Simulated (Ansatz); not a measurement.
ZnSe: changing the dispersion correction

The cell as given:

Symmetry: F-43m, No. 216, cubic system. Conventional cell: a = 5.668 Å, b = 5.668 Å, c = 5.668 Å, α = 90.00°, β = 90.00°, γ = 90.00°. Se (site symmetry -43m) has 4 Zn at 2.45 Å as nearest neighbours. Around Zn (site symmetry -43m) lie 4 Se at 2.45 Å.

Kept alike: task relaxation of cell and atoms; functional PBEsol; k mesh 8 × 8 × 8; occupations fermi-dirac, width 0.05 eV; no spin polarisation. Program: Ansatz, Ansatz PAW, cutoff 420 eV. The mesh is that of the run's cell of 2 atoms. No spin-orbit coupling.

| dispersion correction | band gap (eV) | volume (Å³/atom) |
| --- | --- | --- |
| D3(BJ) | 1.363 | 21.665 |
| D3(BJ)-ATM | 1.344 | 21.766 |
| D4 | 1.317 | 21.913 |
| none | 1.239 | 22.345 |

Spin-orbit coupling, left out here, moves the band edges of heavy atoms and can close or invert small gaps. Gaps hold for each row's own relaxed cell. The relaxations keep at least the cell's symmetry (F-43m). Relaxations stop with a little pressure left, so the last digits of a volume or edge aren't settled. A gap read on the mesh alone can miss an edge between its points. All rows use potentials made for PBE.

The band gap runs from 1.239 (none) to 1.363 eV (D3(BJ)). The volume runs from 21.665 (D3(BJ)) to 22.345 Å³/atom (none). Against no correction: D3(BJ) -3.0 %; D3(BJ)-ATM -2.6 %; D4 -1.9 %. Dispersion terms mostly attract and so lower the volume; the schemes' coefficients and damping set how far. Measured: 22.75 Å³/atom (pmc:9320402, doi:10.3390/ma15145002); nearest none, 0.41 Å³/atom off. The runs are for a static lattice.
